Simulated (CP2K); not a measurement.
# Zr (P6_3/mmc) in CP2K: notebook

One crystal, Zr, is run at these levels: r2SCAN, TB-mBJ; tasks: band structure.

Program: CP2K 2026.2. These are calculated values, not measurements. Logs are shortened: lines on timing, memory, paths and dates and some standing lists are left out, and cuts for length are marked.

## 1. The crystal as given

Symmetry: P6_3/mmc, No. 194, hexagonal system. The conventional cell has a = 3.232 Å, b = 3.232 Å, c = 5.147 Å, α = 90.00°, β = 90.00°, γ = 120.00°. Zr (site symmetry -6m2) is surrounded by 12 Zr at 3.18 to 3.23 Å.

## 2. Band structure, r2SCAN

File zr_bands.inp:

```
&GLOBAL
  PROJECT zr_bands
  RUN_TYPE ENERGY_FORCE
  PRINT_LEVEL LOW
&END GLOBAL
&FORCE_EVAL
  METHOD QS
  STRESS_TENSOR ANALYTICAL
  &DFT
    BASIS_SET_FILE_NAME BASIS_MOLOPT_UZH
    POTENTIAL_FILE_NAME POTENTIAL_UZH
    &MGRID
      CUTOFF 700
      REL_CUTOFF 60
      NGRIDS 5
    &END MGRID
    &QS
      METHOD GPW
      EPS_DEFAULT 1.0E-9
    &END QS
    &KPOINTS
      SCHEME MONKHORST-PACK 9 9 5
      GAMMA_CENTERED T
      SYMMETRY T
      SYMMETRY_BACKEND SPGLIB
    &END KPOINTS
    &SCF
      SCF_GUESS ATOMIC
      EPS_SCF 1.0E-6
      MAX_SCF 100
      ADDED_MOS 16
      CHOLESKY OFF
      EPS_EIGVAL 1.0E-7
      &DIAGONALIZATION ON
        ALGORITHM STANDARD
      &END DIAGONALIZATION
      &MIXING ON
        METHOD BROYDEN_MIXING
        ALPHA 0.4
        BETA 1.5
        NBUFFER 8
      &END MIXING
      &SMEAR ON
        METHOD FERMI_DIRAC
        ELECTRONIC_TEMPERATURE [K] 1160.452
      &END SMEAR
    &END SCF
    &XC
      &XC_FUNCTIONAL
        &MGGA_X_R2SCAN
        &END MGGA_X_R2SCAN
        &MGGA_C_R2SCAN
        &END MGGA_C_R2SCAN
      &END XC_FUNCTIONAL
    &END XC
    &PRINT
      &KPOINTS ON
      &END KPOINTS
      &MULLIKEN ON
      &END MULLIKEN
      &MO ON
        ENERGIES T
        OCCUPATION_NUMBERS T
        &EACH
          QS_SCF 0
        &END EACH
        ADD_LAST NUMERIC
      &END MO
      &LOWDIN ON
      &END LOWDIN
      &HIRSHFELD ON
        SHAPE_FUNCTION DENSITY
      &END HIRSHFELD
      &BAND_STRUCTURE
        FILE_NAME bands.bs
        ADDED_MOS 4
        &KPOINT_SET
          UNITS B_VECTOR
          NPOINTS 8
          SPECIAL_POINT GAMMA 0.00000000 0.00000000 0.00000000
          SPECIAL_POINT M 0.50000000 0.00000000 0.00000000
          SPECIAL_POINT K 0.33333333 0.33333333 0.00000000
          SPECIAL_POINT GAMMA 0.00000000 0.00000000 0.00000000
          SPECIAL_POINT A 0.00000000 0.00000000 0.50000000
          SPECIAL_POINT L 0.50000000 0.00000000 0.50000000
          SPECIAL_POINT H 0.33333333 0.33333333 0.50000000
          SPECIAL_POINT A 0.00000000 0.00000000 0.50000000
        &END KPOINT_SET
        &KPOINT_SET
          UNITS B_VECTOR
          NPOINTS 8
          SPECIAL_POINT L 0.50000000 0.00000000 0.50000000
          SPECIAL_POINT M 0.50000000 0.00000000 0.00000000
        &END KPOINT_SET
        &KPOINT_SET
          UNITS B_VECTOR
          NPOINTS 8
          SPECIAL_POINT K 0.33333333 0.33333333 0.00000000
          SPECIAL_POINT H 0.33333333 0.33333333 0.50000000
        &END KPOINT_SET
      &END BAND_STRUCTURE
    &END PRINT
  &END DFT
  &SUBSYS
    &CELL
      A 3.2320000000 0.0000000000 0.0000000000
      B -1.6160000000 2.7989941050 0.0000000000
      C 0.0000000000 0.0000000000 5.1470000000
      PERIODIC XYZ
    &END CELL
    &COORD
      Zr  1.6160000002 0.9329980349 3.8602500000
      Zr  -0.0000000002 1.8659960701 1.2867500000
    &END COORD
    &KIND Zr
      BASIS_SET TZVP-MOLOPT-SCAN-GTH-q12
      POTENTIAL GTH-SCAN-q12
    &END KIND
    &PRINT
      &ATOMIC_COORDINATES ON
      &END ATOMIC_COORDINATES
      &CELL ON
      &END CELL
    &END PRINT
  &END SUBSYS
  &PRINT
    &FORCES ON
    &END FORCES
    &STRESS_TENSOR ON
    &END STRESS_TENSOR
  &END PRINT
&END FORCE_EVAL
```

Potentials or basis: POTENTIAL_UZH Zr GTH-SCAN-q12; TZVP-MOLOPT-SCAN-GTH basis.

Launch:

```
$ OMP_NUM_THREADS=2 cp2k.psmp -i zr_bands.inp -o zr_bands.out
```

zr_bands.out:

```text

 CP2K| version string:                                       CP2K version 2026.2
 CP2K| Input file name                                              zr_bands.inp

 GLOBAL| Force Environment number                                              1
 GLOBAL| Basis set file name                                    BASIS_MOLOPT_UZH
 GLOBAL| Potential file name                                       POTENTIAL_UZH
 GLOBAL| MM Potential file name                                     MM_POTENTIAL
 GLOBAL| Coordinate file name                                      __STD_INPUT__
 GLOBAL| Method name                                                        CP2K
 GLOBAL| Project name                                                   zr_bands
 GLOBAL| Run type                                                   ENERGY_FORCE
 GLOBAL| FFT library                                                       FFTW3
[... 5 lines left out ...]
 GLOBAL| Global print level                                                  LOW
 GLOBAL| Total number of message passing processes                             1
 GLOBAL| Number of threads for this process                                    2
 GLOBAL| CPU model name                                                  UNKNOWN

 CELL| Volume [angstrom^3]:                                            46.561558
 CELL| Vector a [angstrom]:       3.232     0.000     0.000   |a| =     3.232000
 CELL| Vector b [angstrom]:      -1.616     2.799     0.000   |b| =     3.232000
 CELL| Vector c [angstrom]:       0.000     0.000     5.147   |c| =     5.147000
 CELL| Angle (b,c), alpha [degree]:                                    90.000000
 CELL| Angle (a,c), beta  [degree]:                                    90.000000
 CELL| Angle (a,b), gamma [degree]:                                   120.000000
 CELL| Numerically orthorhombic:                                              NO
 CELL| Periodicity                                                           XYZ

 CELL_REF| Volume [angstrom^3]:                                        46.561558
 CELL_REF| Vector a [angstrom     3.232     0.000     0.000   |a| =     3.232000
 CELL_REF| Vector b [angstrom    -1.616     2.799     0.000   |b| =     3.232000
 CELL_REF| Vector c [angstrom     0.000     0.000     5.147   |c| =     5.147000
 CELL_REF| Angle (b,c), alpha [degree]:                                90.000000
 CELL_REF| Angle (a,c), beta  [degree]:                                90.000000
 CELL_REF| Angle (a,b), gamma [degree]:                               120.000000
 CELL_REF| Numerically orthorhombic:                                          NO
 CELL_REF| Periodicity                                                       XYZ
[... 9 lines left out ...]
 TOTAL NUMBERS AND MAXIMUM NUMBERS

  Total number of            - Atomic kinds:                                   1
                             - Atoms:                                          2
                             - Shell sets:                                     2
                             - Shells:                                        22
                             - Primitive Cartesian functions:                 14
                             - Cartesian basis functions:                     82
                             - Spherical basis functions:                     70
[... 138 lines left out ...]
 MO|      6              -0.591930             -16.107246               2.000000
[... 462 lines left out ...]
 MO|     27               1.067372              29.044680               0.000000
 MO|     28               1.150490              31.306427               0.000000
 MO| Sum:                                                              24.064801
 MO| E(Fermi):            0.419571 a.u.         11.417101 eV

 [... the levels of further k-points ...]

 !-----------------------------------------------------------------------------!
                     Mulliken Population Analysis

 #  Atom  Element  Kind  Atomic population                           Net charge
       1     Zr       1         12.000002                             -0.000002
       2     Zr       1         11.999998                              0.000002
 # Total charge                             24.000000                 -0.000000

 !-----------------------------------------------------------------------------!

 !-----------------------------------------------------------------------------!
                           Hirshfeld Charges

  #Atom  Element  Kind  Ref Charge     Population                    Net charge
      1       Zr     1      12.000         12.000                         0.000
      2       Zr     1      12.000         12.000                         0.000

  Total Charge                                                            0.000
 !-----------------------------------------------------------------------------!

 LOWDIN POPULATION ANALYSIS

 #  Atom  Element  Kind  Atomic population                           Net charge
       1     Zr       1         12.000000                             -0.000000
       2     Zr       1         12.000000                              0.000000
 # Total charge                             24.000000                 -0.000000

 KPOINTS| Band Structure Calculation
 KPOINTS| Number of k-point sets                                               3
 KPOINTS| Number of added MOs/bands                                            4
 KPOINTS| Number of k-points in set    1                                      57
 KPOINTS| In units of b-vector [2pi/Bohr]
 KPOINTS| Special point     1       GAMMA     0.000000     0.000000     0.000000
 KPOINTS| Special point     2           M     0.500000     0.000000     0.000000
 KPOINTS| Special point     3           K     0.333333     0.333333     0.000000
 KPOINTS| Special point     4       GAMMA     0.000000     0.000000     0.000000
 KPOINTS| Special point     5           A     0.000000     0.000000     0.500000
 KPOINTS| Special point     6           L     0.500000     0.000000     0.500000
 KPOINTS| Special point     7           H     0.333333     0.333333     0.500000
 KPOINTS| Special point     8           A     0.000000     0.000000     0.500000
 KPOINTS| Number of k-points in set    2                                       9
 KPOINTS| In units of b-vector [2pi/Bohr]
 KPOINTS| Special point     1           L     0.500000     0.000000     0.500000
 KPOINTS| Special point     2           M     0.500000     0.000000     0.000000
 KPOINTS| Number of k-points in set    3                                       9
 KPOINTS| In units of b-vector [2pi/Bohr]
 KPOINTS| Special point     1           K     0.333333     0.333333     0.000000
 KPOINTS| Special point     2           H     0.333333     0.333333     0.500000

 ENERGY| Total FORCE_EVAL ( QS ) energy [hartree]            -93.201557652640759

 FORCES| Atomic forces [hartree/bohr]
 FORCES|   Atom     x               y               z               |f|
 FORCES|      1 -3.17598219E-10  7.90586454E-10 -6.64266585E-05   6.64266585E-05
 FORCES|      2  3.18039690E-10 -7.91306608E-10  6.64266636E-05   6.64266636E-05
 FORCES| Sum     4.41470750E-13 -7.20153760E-13  5.05866315E-12
 FORCES| Total atomic force                                       5.12870264E-12

 STRESS| Analytical stress tensor [bar]
 STRESS|                        x                   y                   z
 STRESS|      x        2.24424482092E+04   8.38501881843E-02   1.01509750089E-03
 STRESS|      y        8.38501881843E-02   2.24425417229E+04   5.77493684124E-04
 STRESS|      z        1.01509750089E-03   5.77493684124E-04   2.38138252224E+04
 STRESS| 1/3 Trace                                             2.28996050515E+04
 STRESS| Determinant                                           1.19942040996E+13

 STRESS| Eigenvectors and eigenvalues of the analytical stress tensor [bar]
 STRESS|                        1                   2                   3
 STRESS| Eigenvalues   2.24423989605E+04   2.24425909715E+04   2.38138252224E+04
 STRESS|      x           0.862270962849      0.506447219981      0.000000740229
 STRESS|      y          -0.506447219982      0.862270962849      0.000000421179
 STRESS|      z          -0.000000424973     -0.000000738057      1.000000000000
```

Run time: 2.4 min. Hardware: 2 threads of Arm Neoverse V1, shared host; peak memory 0.48 GiB.

What came out:

* Free energy: -2536.1434 eV
* Pressure: 2.3 GPa
* Largest force: 0.003 eV/Å
* Band gap on the k mesh: none (metal or under the smearing width)

Forces in eV/Å, atoms in the order of the input:
```
Zr   0.000  0.000 -0.003
Zr   0.000  0.000  0.003
```

Stress tensor (GPa, compression positive):
```
2.24 0.00 0.00
0.00 2.24 0.00
0.00 0.00 2.38
```

Levels at the corners of the path, in eV from the Fermi level:
```tsv
point	band 9	band 10	band 11	band 12	band 13	band 14	band 15	band 16
Γ	-5.93	-3.21	0.99	0.99	1.15	1.22	1.76	1.76
M	-2.76	-2.63	-2.31	-0.24	0.68	0.91	1.65	5.37
K	-2.26	-1.46	-1.46	-1.20	0.36	0.36	2.06	4.69
Γ	-5.93	-3.21	0.99	0.99	1.15	1.22	1.76	1.76
A	-4.11	-4.11	0.04	0.04	0.90	0.90	0.90	0.90
L	-3.03	-3.03	-1.12	-1.12	1.73	1.73	2.48	2.48
H	-1.48	-1.48	-1.38	-1.38	-0.06	-0.06	2.31	2.31
A	-4.11	-4.11	0.04	0.04	0.90	0.90	0.90	0.90
L	-3.03	-3.03	-1.12	-1.12	1.73	1.73	2.48	2.48
M	-2.76	-2.63	-2.31	-0.24	0.68	0.91	1.65	5.37
K	-2.26	-1.46	-1.46	-1.20	0.36	0.36	2.06	4.69
H	-1.48	-1.48	-1.38	-1.38	-0.06	-0.06	2.31	2.31
```

Caveat: the basis of atomic orbitals isn't converged, which shifts pressures, moduli and gaps.

## 3. Band structure, TB-mBJ

zr_bands.inp: that of step 2 with these lines changed.

```diff
@@ -2,3 +2,3 @@
   PROJECT zr_bands
-  RUN_TYPE ENERGY_FORCE
+  RUN_TYPE ENERGY
   PRINT_LEVEL LOW
@@ -7,3 +7,2 @@
   METHOD QS
-  STRESS_TENSOR ANALYTICAL
   &DFT
@@ -44,3 +43,3 @@
         METHOD FERMI_DIRAC
-        ELECTRONIC_TEMPERATURE [K] 1160.452
+        ELECTRONIC_TEMPERATURE [K] 580.226
       &END SMEAR
@@ -49,6 +48,6 @@
       &XC_FUNCTIONAL
-        &MGGA_X_R2SCAN
-        &END MGGA_X_R2SCAN
-        &MGGA_C_R2SCAN
-        &END MGGA_C_R2SCAN
+        &MGGA_X_TB09
+        &END MGGA_X_TB09
+        &LDA_C_PW
+        &END LDA_C_PW
       &END XC_FUNCTIONAL
@@ -68,13 +67,8 @@
       &END MO
-      &LOWDIN ON
-      &END LOWDIN
-      &HIRSHFELD ON
-        SHAPE_FUNCTION DENSITY
-      &END HIRSHFELD
       &BAND_STRUCTURE
         FILE_NAME bands.bs
-        ADDED_MOS 4
+        ADDED_MOS 2
         &KPOINT_SET
           UNITS B_VECTOR
-          NPOINTS 8
+          NPOINTS 6
           SPECIAL_POINT GAMMA 0.00000000 0.00000000 0.00000000
@@ -90,3 +84,3 @@
           UNITS B_VECTOR
-          NPOINTS 8
+          NPOINTS 6
           SPECIAL_POINT L 0.50000000 0.00000000 0.50000000
@@ -96,3 +90,3 @@
           UNITS B_VECTOR
-          NPOINTS 8
+          NPOINTS 6
           SPECIAL_POINT K 0.33333333 0.33333333 0.00000000
@@ -111,8 +105,9 @@
     &COORD
-      Zr  1.6160000002 0.9329980349 3.8602500000
-      Zr  -0.0000000002 1.8659960701 1.2867500000
+      SCALED
+      Zr  0.6666666667 0.3333333333 0.7500000000
+      Zr  0.3333333333 0.6666666667 0.2500000000
     &END COORD
     &KIND Zr
-      BASIS_SET TZVP-MOLOPT-SCAN-GTH-q12
-      POTENTIAL GTH-SCAN-q12
+      BASIS_SET TZVP-MOLOPT-PBE-GTH-q12
+      POTENTIAL GTH-PBE-q12
     &END KIND
@@ -123,2 +118,4 @@
       &END CELL
+      &SYMMETRY ON
+      &END SYMMETRY
     &END PRINT
@@ -128,4 +125,2 @@
     &END FORCES
-    &STRESS_TENSOR ON
-    &END STRESS_TENSOR
   &END PRINT
```

Potentials or basis: POTENTIAL_UZH Zr GTH-PBE-q12; TZVP-MOLOPT-PBE-GTH basis.

Launch:

```
$ OMP_NUM_THREADS=2 cp2k.psmp -i zr_bands.inp -o zr_bands.out
```

It took 3.5 min on 2 threads of Arm Neoverse V1, shared host; peak memory 0.45 GiB.

It converged, with:

```
Band gap on the k mesh : none (metal or under the smearing width)
```

Levels at the corners of the path, in eV from the Fermi level:
| point | band 8 | band 9 | band 10 | band 11 | band 12 | band 13 | band 14 | band 15 | band 16 | band 17 |
| --- | --- | --- | --- | --- | --- | --- | --- | --- | --- | --- |
| Γ | -26.46 | -5.37 | -3.03 | 0.75 | 0.75 | 0.88 | 1.43 | 1.43 | 1.57 | 2.03 |
| M | -26.58 | -2.65 | -2.45 | -2.20 | 0.01 | 0.44 | 0.82 | 1.46 | 4.75 | 5.15 |
| K | -26.86 | -2.19 | -1.35 | -1.35 | -1.01 | 0.26 | 0.26 | 1.85 | 4.14 | 4.14 |
| Γ | -26.46 | -5.37 | -3.03 | 0.75 | 0.75 | 0.88 | 1.43 | 1.43 | 1.57 | 2.03 |
| A | -26.54 | -3.69 | -3.69 | 0.01 | 0.01 | 0.65 | 0.65 | 0.65 | 0.65 | 3.83 |
| L | -26.71 | -2.86 | -2.86 | -1.16 | -1.16 | 1.91 | 1.91 | 2.13 | 2.13 | 4.98 |
| H | -26.63 | -1.47 | -1.47 | -1.24 | -1.24 | -0.02 | -0.02 | 1.98 | 1.98 | 4.27 |
| A | -26.54 | -3.69 | -3.69 | 0.01 | 0.01 | 0.65 | 0.65 | 0.65 | 0.65 | 3.83 |
| L | -26.71 | -2.86 | -2.86 | -1.16 | -1.16 | 1.91 | 1.91 | 2.13 | 2.13 | 4.98 |
| M | -26.58 | -2.65 | -2.45 | -2.20 | 0.01 | 0.44 | 0.82 | 1.46 | 4.75 | 5.15 |
| K | -26.86 | -2.19 | -1.35 | -1.35 | -1.01 | 0.26 | 0.26 | 1.85 | 4.14 | 4.14 |
| H | -26.63 | -1.47 | -1.47 | -1.24 | -1.24 | -0.02 | -0.02 | 1.98 | 1.98 | 4.27 |

Caveat: this is a model potential without an energy functional, so only levels have meaning; the potentials were made for another functional, which shifts forces and pressure; the basis of atomic orbitals isn't converged, which shifts pressures, moduli and gaps.
